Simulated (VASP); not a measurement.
# Hf (P6_3/mmc) in VASP: notebook

The runs below take Hf through relaxation of cell and atoms, with PBEsol.

Everything below comes from runs of VASP 6.6.1. Logs are shortened: lines on timing, memory, paths and dates and some standing lists are left out, and cuts for length are marked.

### Step 1. The crystal as given

Symmetry: P6_3/mmc, No. 194, hexagonal system. Conventional cell: a = 3.197 Å, b = 3.197 Å, c = 5.058 Å, α = 90.00°, β = 90.00°, γ = 120.00°. Hf (site symmetry -6m2) has 12 Hf at 3.13 to 3.20 Å as nearest neighbours.

### Step 2. Relaxation of cell and atoms, PBEsol, target pressure 50 GPa, at which the enthalpy is minimised

Input file INCAR:

```
  PREC = Accurate
  ENCUT = 520
  EDIFF = 1E-7
  ISMEAR = 0
  SIGMA = 0.1
  LREAL = F
  LASPH = T
  NELM = 80
  ALGO = Normal
  ISIF = 3
  LWAVE = F
  LCHARG = F
  GGA = PS
  IBRION = 2
  NSW = 80
  EDIFFG = -0.002
  PSTRESS = 500.0
```

Input file KPOINTS:

```
regular mesh
0
Gamma
  21 21 12
```

Input file POSCAR:

```
Hf
1.0
    3.1967000000      0.0000000000      0.0000000000
   -1.5983500000      2.7684234100      0.0000000000
    0.0000000000      0.0000000000      5.0578000000
Hf
2
Direct
    0.3333333300      0.6666666700      0.2500000000
    0.6666666700      0.3333333300      0.7500000000
```

Potentials or basis: VASP PAW PBE potentials, release 64 (Hf_pv).

Launch:

```console
> cat potpaw_PBE.64/Hf_pv/POTCAR > POTCAR
> mpirun -np 1 vasp_std > vasp.out
```

OUTCAR:

```text
PREC = Accurate
   ENCUT = 520
   EDIFF = 1E-7
   ISMEAR = 0
   LREAL = F
   LASPH = T
   NELM = 80
   ISIF = 3
   GGA = PS
   IBRION = 2
   NSW = 80
   EDIFFG = -0.002
   PSTRESS = 500.0

 ion  position               nearest neighbor table
   1  0.333  0.667  0.250-   2 3.13   2 3.13   2 3.13   2 3.13   2 3.13   2 3.13
   2  0.667  0.333  0.750-   1 3.13   1 3.13   1 3.13   1 3.13   1 3.13   1 3.13

  LATTYP: Found a hexagonal cell.
 ALAT       =     3.1967000000
 C/A-ratio  =     1.5821941377

  Lattice vectors:

 A1 = (   3.1967000000,   0.0000000000,   0.0000000000)
 A2 = (  -1.5983500000,   2.7684234100,   0.0000000000)
 A3 = (   0.0000000000,   0.0000000000,   5.0578000000)

Analysis of symmetry for initial positions (statically):
=====================================================================
 Subroutine PRICEL returns:
 Original cell was already a primitive cell.

 Routine SETGRP: Setting up the symmetry group for a
 hexagonal supercell.

 Subroutine GETGRP returns: Found 24 space group operations
 (whereof 12 operations were pure point group operations)
 out of a pool of 24 trial point group operations.

The static configuration has the point symmetry D_3d.
 The point group associated with its full space group is D_6h.

Analysis of symmetry for dynamics (positions and initial velocities):
=====================================================================
 Subroutine PRICEL returns:
 Original cell was already a primitive cell.

 Routine SETGRP: Setting up the symmetry group for a
 hexagonal supercell.

 Subroutine GETGRP returns: Found 24 space group operations
 (whereof 12 operations were pure point group operations)
 out of a pool of 24 trial point group operations.

The dynamic configuration has the point symmetry D_3d.
 The point group associated with its full space group is D_6h.

 Subroutine INISYM returns: Found 24 space group operations
 (whereof 12 operations are pure point group operations),
 and found     1 'primitive' translations

----------------------------------------------------------------------------------------

                                     Primitive cell

  volume of cell :      44.7606

  direct lattice vectors                    reciprocal lattice vectors
     3.196700000  0.000000000  0.000000000     0.312822598  0.180608211  0.000000000
    -1.598350000  2.768423410  0.000000000     0.000000000  0.361216422  0.000000000
[... 110 lines left out ...]
   GGA     = PS    functional components
   LHFCALC =     F    Hartree Fock is set to
   AEXX    =    0.0000 exact exchange contribution
   IVDW    =     0    specifies the selected vdW correction
   LEPSILON=     F    determine dielectric tensor
   LRPA    =     F    only Hartree local field effects (RPA)
 conjugate gradient relaxation of ions
 non-spin polarized calculation
 Gauss-broadening in eV      SIGMA  =   0.10
  energy-cutoff  :      520.00
  volume of cell :       44.76
 maximum number of plane-waves:      1236
 NGX is ok and might be reduce to    24
   NGX = 11   NGY = 11   NGZ = 19

--------------------------------------- Ionic step        1  -------------------------------------------

 number of electron      20.0000004 magnetization

 Free energy of the ion-electron system (eV)
  ---------------------------------------------------
  ext. energy  EPLUGINS =         0.00000000
  ---------------------------------------------------
  free energy    TOTEN  =       -20.98795790 eV

  energy without entropy =      -20.98056629  energy(sigma->0) =      -20.98426210

------------------------ aborting loop because EDIFF is reached ----------------------------------------

  FORCE on cell =-STRESS in cart. coord.  units (eV):
  Direction    XX          YY          ZZ          XY          YZ          ZX
  --------------------------------------------------------------------------------------
  -------------------------------------------------------------------------------------
  Total       -1.1357446     -1.1357446     -1.2010778     -0.0000000      0.0000000      0.0000000
  in kB      -40.6532465    -40.6532465    -42.9918051     -0.0000000      0.0000000      0.0000000
  external PRESSURE =    -541.4327660 kB  Pullay stress =     500.0000000 kB
[... 25 lines left out ...]
--------------------------------------- Ionic step        2  -------------------------------------------

 number of electron      20.0000001 magnetization

 E-fermi :  20.0819     XC(G=0): -19.2224

 val. band max:       20.0814938964   @ k =   0.3810   0.1429   0.2500
 cond. band min:      20.0897253510   @ k =   0.2381   0.0476   0.2500
 fundamental gap:      0.0082314545
 Fermi energy:        20.0818747663

 k-point     1 :       0.0000    0.0000    0.0000
  band No.  band energies     occupation
      1     -25.9332      2.00000
      2      -7.4571      2.00000
      3      -7.4571      2.00000
      4      -4.2222      2.00000
      5      -4.2222      2.00000
      6      -2.9380      2.00000
      7       9.2532      2.00000
      8      18.0395      2.00000
      9      18.0395      2.00000
     10      18.8317      2.00000
     11      21.7040      0.00000
     12      22.3038      0.00000
     13      22.3038      0.00000
     14      24.7295      0.00000
[... 462 lines left out ...]
  energy  without entropy=      -20.9210092529  energy(sigma->0) =      -20.92451737

  enthalpy is  TOTEN    =        -8.4195266168 eV   P V=       12.5084988739

[... ionic steps 4 to 7 ...]

--------------------------------------- Ionic step        8  -------------------------------------------

 number of electron      20.0000000 magnetization

------------------------ aborting loop because EDIFF is reached ----------------------------------------
[... 71 lines left out ...]
--------------------------------------- Ionic step       10  -------------------------------------------

 number of electron      20.0000000 magnetization

 Free energy of the ion-electron system (eV)
  ---------------------------------------------------
  ext. energy  EPLUGINS =         0.00000000
  ---------------------------------------------------
  free energy    TOTEN  =       -19.67369089 eV

  energy without entropy =      -19.66568130  energy(sigma->0) =      -19.66968609

 E-fermi :   7.1770     XC(G=0): -12.9218

 val. band max:        7.1676333863   @ k =   0.0476  -0.0000   0.4167
 cond. band min:       7.1779225754   @ k =   0.1429   0.0476   0.0000
 fundamental gap:      0.0102891890
 Fermi energy:         7.1770021903

 k-point     1 :       0.0000    0.0000    0.0000
  band No.  band energies     occupation
      1     -24.0581      2.00000
      2     -22.0907      2.00000
      3     -22.0907      2.00000
      4     -21.8271      2.00000
      5     -21.8053      2.00000
      6     -21.8053      2.00000
      7      -1.1368      2.00000
      8       2.3145      2.00000
      9       8.3646      0.00000
     10       8.3646      0.00000
     11       8.3666      0.00000
     12       9.5027      0.00000
     13       9.5027      0.00000
     14      10.7291      0.00000
[... 424 lines left out ...]
  energy  without entropy=      -19.6656812981  energy(sigma->0) =      -19.66968609

  enthalpy is  TOTEN    =        -9.4856131201 eV   P V=       10.1880777657

 reached required accuracy - stopping structural energy minimisation
```

OSZICAR:

```text
N       E                     dE             d eps       ncg     rms          rms(c)
DAV:   1     0.460486119288E+02    0.46049E+02   -0.11766E+04  9456   0.136E+03
[... 100 lines left out ...]
DAV:   1    -0.196748208471E+02   -0.40045E-01   -0.28353E-02  9426   0.157E+00    0.472E-01
DAV:   2    -0.196740042146E+02    0.81663E-03   -0.18205E-03  9534   0.374E-01    0.143E-01
DAV:   3    -0.196737247527E+02    0.27946E-03   -0.46242E-04  9666   0.183E-01    0.503E-02
DAV:   4    -0.196736962311E+02    0.28522E-04   -0.56475E-05 11208   0.639E-02    0.471E-02
DAV:   5    -0.196736911024E+02    0.51287E-05   -0.80141E-06 10644   0.198E-02    0.881E-03
DAV:   6    -0.196736908270E+02    0.27535E-06   -0.54790E-07 11250   0.574E-03    0.227E-03
DAV:   7    -0.196736908858E+02   -0.58714E-07   -0.14101E-08  5010   0.964E-04
  10 F= -.94856131E+01 E0= -.94816083E+01  d E =-.628857E-04
```

Wall time 7.8 min (1 thread of Intel Xeon Platinum 8488C (Sapphire Rapids), shared host); peak memory 0.33 GiB.

What came out:

* Free energy: -19.6737 eV
* Relaxed volume: 16.32 Å³/atom
* Relaxed cell: a = 2.853 Å, b = 2.853 Å, c = 4.633 Å, α = 90.00°, β = 90.00°, γ = 120.00°
* Space group after relaxing (to 0.05 Å): P6_3/mmc (No. 194)
* Energy change on relaxing (the enthalpy is what falls): +657.1 meV/atom
* Ionic steps: 10
* Pressure after relaxing: 50.0 GPa
* Band gap on the k mesh: none (metal or under the smearing width)

The path:
```
step  energy change (eV)  largest force (eV/Å)  pressure (GPa)  volume (Å³)
   1              0.0000                0.0000           -4.14        44.76
   2             57.8623                0.0000         1972.38        11.47
   3              0.0599                0.0000            9.33        40.08
   4              0.3157                0.0000           20.96        37.32
   5              1.3830                0.0000           52.18        32.46
   6              1.2922                0.0000           49.82        32.75
   7              1.2953                0.0000           49.64        32.71
   8              1.2986                0.0000           49.60        32.70
   9              1.3532                0.0000           51.00        32.52
  10              1.3143                0.0000           50.00        32.65
```

Final structure:
```
CELL_PARAMETERS angstrom
2.85261 0.00000 0.00000
-1.42631 2.47044 0.00000
0.00000 0.00000 4.63251
ATOMIC_POSITIONS crystal
Hf 0.33333 0.66667 0.25000
Hf 0.66667 0.33333 0.75000
```

Levels at points of the mesh, in eV from the Fermi level:
```tsv
k point	band 6	band 7	band 8	band 9	band 10	band 11	band 12	band 13	band 14
(0.00, 0.00, 0.00)	-28.98	-8.31	-4.86	1.19	1.19	1.19	2.33	2.33	3.55
(0.00, 0.00, 0.50)	-29.13	-5.80	-5.80	-0.07	-0.07	1.11	1.11	1.11	1.11
```

Caveat: the cell is relaxed towards a set pressure, so the enthalpy falls and the energy may rise; the volume moved by over 15 % at a fixed basis, so the end points are rough; the PAW data sets were made with another functional, which shifts forces and pressure a little.

### Step 3. Relaxation of cell and atoms, PBEsol, target pressure 50 GPa, at which the enthalpy is minimised

This run uses another cell than the first one, of 16.32 Å³/atom, 0.729 times its volume.

INCAR is that of step 2.

KPOINTS is that of step 2.

Input file POSCAR:

```
Hf                                      
1.0
    2.8526138642     -0.0000000000      0.0000000000
   -1.4263069321      2.4704360762     -0.0000000000
    0.0000000000     -0.0000000000      4.6325084475
  Hf            
     2
Direct
     0.3333333300000021    0.6666666699999979    0.2500000000000000
     0.6666666699999979    0.3333333300000021    0.7500000000000000
```

Potentials or basis: VASP PAW PBE potentials, release 64 (Hf_pv).

Launch:

```console
> cat potpaw_PBE.64/Hf_pv/POTCAR > POTCAR
> mpirun -np 1 vasp_std > vasp.out
```

Run time: 54 s. Hardware: 1 thread of Intel Xeon Platinum 8488C (Sapphire Rapids), shared host; peak memory 0.26 GiB.

The run converged. Its results:

* Free energy: -19.6715 eV
* Pressure after relaxing: 50.0 GPa
* Band gap on the k mesh: none (metal or under the smearing width)

Final structure:
```
CELL_PARAMETERS angstrom
2.85261 0.00000 0.00000
-1.42631 2.47044 0.00000
0.00000 0.00000 4.63251
ATOMIC_POSITIONS crystal
Hf 0.33333 0.66667 0.25000
Hf 0.66667 0.33333 0.75000
```

Levels at points of the mesh, in eV from the Fermi level:
| k point | band 8 | band 9 | band 10 | band 11 | band 12 | band 13 |
| --- | --- | --- | --- | --- | --- | --- |
| (0.00, 0.00, 0.00) | -4.86 | 1.19 | 1.19 | 1.19 | 2.10 | 2.33 |
| (0.00, 0.00, 0.50) | -5.80 | -0.07 | -0.07 | 1.11 | 1.11 | 1.11 |

Caveat: the relaxation stopped at its first step, so nothing moved; the cell is relaxed towards a set pressure, so the enthalpy falls and the energy may rise; the PAW data sets were made with another functional, which shifts forces and pressure a little. Spin-orbit coupling is left out, which matters for the levels of Hf.

### Step 4. Relaxation of cell and atoms, PBEsol, target pressure 50 GPa, at which the enthalpy is minimised

This run uses another cell than the first one, of 16.32 Å³/atom, 0.729 times its volume.

INCAR is that of step 3.

KPOINTS is that of step 3.

Input file POSCAR:

```
Hf                                      
1.0
    2.8526138642      0.0000000000      0.0000000000
   -1.4263069321      2.4704360762      0.0000000000
    0.0000000000      0.0000000000      4.6325084475
  Hf            
     2
Direct
     0.3333333300000021    0.6666666699999979    0.2500000000000000
     0.6666666699999979    0.3333333300000021    0.7500000000000000
```

Launch:

```console
> cat potpaw_PBE.64/Hf_pv/POTCAR > POTCAR
> mpirun -np 1 vasp_std > vasp.out
```

Run time: 56 s. Hardware: 1 thread of Intel Xeon Platinum 8488C (Sapphire Rapids), shared host; peak memory 0.26 GiB.

The run converged. Its results:

```yaml
Free_energy: -19.6715 eV
Pressure_after_relaxing: 50.0 GPa
Band_gap_on_the_k_mesh: none (metal or under the smearing width)
```

Final structure:
```
Hf
1.0
     2.85261    0.00000    0.00000
    -1.42631    2.47044    0.00000
     0.00000    0.00000    4.63251
Hf
2
Direct
  0.33333 0.66667 0.25000
  0.66667 0.33333 0.75000
```

Levels at points of the mesh, in eV from the Fermi level:
| k point | band 7 | band 8 | band 9 | band 10 | band 11 | band 12 | band 13 | band 14 |
| --- | --- | --- | --- | --- | --- | --- | --- | --- |
| (0.00, 0.00, 0.00) | -8.31 | -4.86 | 1.19 | 1.19 | 1.19 | 2.10 | 2.33 | 2.33 |
| (0.00, 0.00, 0.50) | -5.80 | -5.80 | -0.07 | -0.07 | 1.11 | 1.11 | 1.11 | 1.11 |

Caveat: the relaxation stopped at its first step, so nothing moved; the cell is relaxed towards a set pressure, so the enthalpy falls and the energy may rise; the PAW data sets were made with another functional, which shifts forces and pressure a little. Spin-orbit coupling is left out, which matters for the levels of Hf.

[end of part 1 of 2]
